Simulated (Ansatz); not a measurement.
# Si17C15: the cost of one run

Method: DFT, PBE, plane-wave PAW, default files, scalar-relativistic, as far as a step names no other, in Ansatz 0.2.0.

## Step 1: The starting structure

The structure is trigonal, space group P3m1 (No. 156). The conventional cell has a = 6.152 Å, b = 6.152 Å, c = 10.096 Å, α = 90.00°, β = 90.00°, γ = 120.00°. Around Si (site symmetry 3m) lie 3 C at 1.87 Å and 1 Si at 1.94 Å. Around Si (site symmetry 3m) lie 4 C at 1.87 to 1.94 Å. Around Si (site symmetry m) lie 4 C at 1.87 to 1.94 Å. Si (site symmetry m) has 3 C at 1.87 to 1.94 Å and 1 Si at 1.87 Å as nearest neighbours. Only part of the 16 independent sites is listed.

Coordinates:

```cif
data_structure
_symmetry_space_group_name_H-M 'P 1'
_symmetry_Int_Tables_number 1
_cell_length_a 6.1520
_cell_length_b 6.1520
_cell_length_c 10.0960
_cell_angle_alpha 90.000
_cell_angle_beta 90.000
_cell_angle_gamma 120.000
_cell_volume 330.91
loop_
_atom_site_label
_atom_site_type_symbol
_atom_site_fract_x
_atom_site_fract_y
_atom_site_fract_z
_atom_site_occupancy
Si1 Si 0.16667 0.33333 0.00000 1
Si2 Si 0.16667 0.33333 0.50000 1
Si3 Si 0.16667 0.83333 0.00000 1
Si4 Si 0.16667 0.83333 0.50000 1
Si5 Si 0.66667 0.33333 0.00000 1
Si6 Si 0.66667 0.33333 0.50000 1
Si7 Si 0.66667 0.83333 0.00000 1
Si8 Si 0.66667 0.83333 0.50000 1
Si9 Si 0.33333 0.16667 0.25000 1
Si10 Si 0.33333 0.16667 0.75000 1
Si11 Si 0.33333 0.66667 0.25000 1
Si12 Si 0.33333 0.66667 0.75000 1
Si13 Si 0.83333 0.16667 0.25000 1
Si14 Si 0.83333 0.16667 0.75000 1
Si15 Si 0.83333 0.66667 0.25000 1
Si16 Si 0.83333 0.66667 0.75000 1
Si17 Si 0.16667 0.33333 0.19250 1
C1 C 0.16667 0.33333 0.69250 1
C2 C 0.16667 0.83333 0.19250 1
C3 C 0.16667 0.83333 0.69250 1
C4 C 0.66667 0.33333 0.19250 1
C5 C 0.66667 0.33333 0.69250 1
C6 C 0.66667 0.83333 0.19250 1
C7 C 0.66667 0.83333 0.69250 1
C8 C 0.33333 0.16667 0.44250 1
C9 C 0.33333 0.16667 0.94250 1
C10 C 0.33333 0.66667 0.44250 1
C11 C 0.33333 0.66667 0.94250 1
C12 C 0.83333 0.16667 0.44250 1
C13 C 0.83333 0.16667 0.94250 1
C14 C 0.83333 0.66667 0.44250 1
C15 C 0.83333 0.66667 0.94250 1
```

Atom 17 of the input is the impurity.

## Step 2: Single point at the given positions

input.yaml

```yaml
crystal:
  lattice:
    - [6.152, 0.0, 0.0]
    - [-3.076, 5.327788284, 0.0]
    - [0.0, 0.0, 10.096]
  atoms:
    - { symbol: Si, position: [0.1666666666, 0.3333333334, 0.0] }
    - { symbol: Si, position: [0.1666666666, 0.3333333334, 0.5] }
    - { symbol: Si, position: [0.1666666666, 0.8333333334, 0.0] }
    - { symbol: Si, position: [0.1666666666, 0.8333333334, 0.5] }
    - { symbol: Si, position: [0.6666666666, 0.3333333334, 0.0] }
    - { symbol: Si, position: [0.6666666666, 0.3333333334, 0.5] }
    - { symbol: Si, position: [0.6666666666, 0.8333333334, 0.0] }
    - { symbol: Si, position: [0.6666666666, 0.8333333334, 0.5] }
    - { symbol: Si, position: [0.3333333334, 0.1666666666, 0.25] }
    - { symbol: Si, position: [0.3333333334, 0.1666666666, 0.75] }
    - { symbol: Si, position: [0.3333333334, 0.6666666666, 0.25] }
    - { symbol: Si, position: [0.3333333334, 0.6666666666, 0.75] }
    - { symbol: Si, position: [0.8333333334, 0.1666666666, 0.25] }
    - { symbol: Si, position: [0.8333333334, 0.1666666666, 0.75] }
    - { symbol: Si, position: [0.8333333334, 0.6666666666, 0.25] }
    - { symbol: Si, position: [0.8333333334, 0.6666666666, 0.75] }
    - { symbol: Si, position: [0.1666666666, 0.3333333334, 0.1925] }
    - { symbol: C, position: [0.1666666666, 0.3333333334, 0.6925] }
    - { symbol: C, position: [0.1666666666, 0.8333333334, 0.1925] }
    - { symbol: C, position: [0.1666666666, 0.8333333334, 0.6925] }
    - { symbol: C, position: [0.6666666666, 0.3333333334, 0.1925] }
    - { symbol: C, position: [0.6666666666, 0.3333333334, 0.6925] }
    - { symbol: C, position: [0.6666666666, 0.8333333334, 0.1925] }
    - { symbol: C, position: [0.6666666666, 0.8333333334, 0.6925] }
    - { symbol: C, position: [0.3333333334, 0.1666666666, 0.4425] }
    - { symbol: C, position: [0.3333333334, 0.1666666666, 0.9425] }
    - { symbol: C, position: [0.3333333334, 0.6666666666, 0.4425] }
    - { symbol: C, position: [0.3333333334, 0.6666666666, 0.9425] }
    - { symbol: C, position: [0.8333333334, 0.1666666666, 0.4425] }
    - { symbol: C, position: [0.8333333334, 0.1666666666, 0.9425] }
    - { symbol: C, position: [0.8333333334, 0.6666666666, 0.4425] }
    - { symbol: C, position: [0.8333333334, 0.6666666666, 0.9425] }
kpoints:
  mp_grid: { grid: [4, 4, 2] }
scf:
  occupations: { method: fermi_dirac, width: 0.01 }
hamiltonian:
  xc: pbe
  pseudopotentials: { kind: paw }
output:
  forces: true
  stress: true
  populations: true
  efg: { contact_densities: true }
```

Command:

```bash
$ ansatz run input.yaml --threads 1 --pin off --max-ram 3072MiB --backend cpu --events-out ev --progress --plain --runs-dir out
```

Q: Estimate wall time and peak memory on 1 thread of Arm Neoverse V1, shared host.

About 35 s, with a peak of 0.6 GiB.
